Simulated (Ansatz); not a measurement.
## Fitting the PBE0 energy curve of Rh

```
Rh
1.0
     0.00000    1.89785    1.89785
     1.89785    0.00000    1.89785
     1.89785    1.89785    0.00000
Rh
1
Direct
  0.00000 0.00000 0.00000
```

The cell was scaled at fixed shape and fractions and run with Ansatz, Ansatz PAW, cutoff 420 eV; PBE0, k mesh 8 × 8 × 8 on the cell of 1 atom, fermi-dirac occupations of 0.05 eV, no spin polarisation, no spin-orbit coupling. The potentials were made for PBE. Energies are those that the program minimises, any entropy of the smearing included. For a metal such a mesh isn't converged to the digits shown.

```tsv
V (Å³/atom)	energy over the lowest row (meV/atom)
12.8512	33.64
13.1246	?
13.3981	0.00
13.6715	0.07
13.9449	9.58
14.2183	27.51
14.4918	52.77
```

Fit the third-order Birch-Murnaghan form, give V0, B0 and B′, and predict the energy left open.

With y = (V0/V)^(2/3), E = E0 + (9 V0 B0/16) [(y - 1)³ B′ + (y - 1)² (6 - 4y)]. Least squares through the rows shown give V0 = 13.5319 Å³/atom, E0 = -1.23 meV, B0 = 293.1 GPa (1 eV/Å³ = 160.218 GPa) and B′ = 5.24, with a largest miss of 0.02 meV. At V = 13.1246 the form with these constants gives 10.72 meV; the run gave 10.73 meV an atom. Measured modulus: 264 GPa (pmc:11535440, doi:10.1038/s41598-024-78006-0), so the fit lies +11.0 % from it. The runs are for a static lattice.
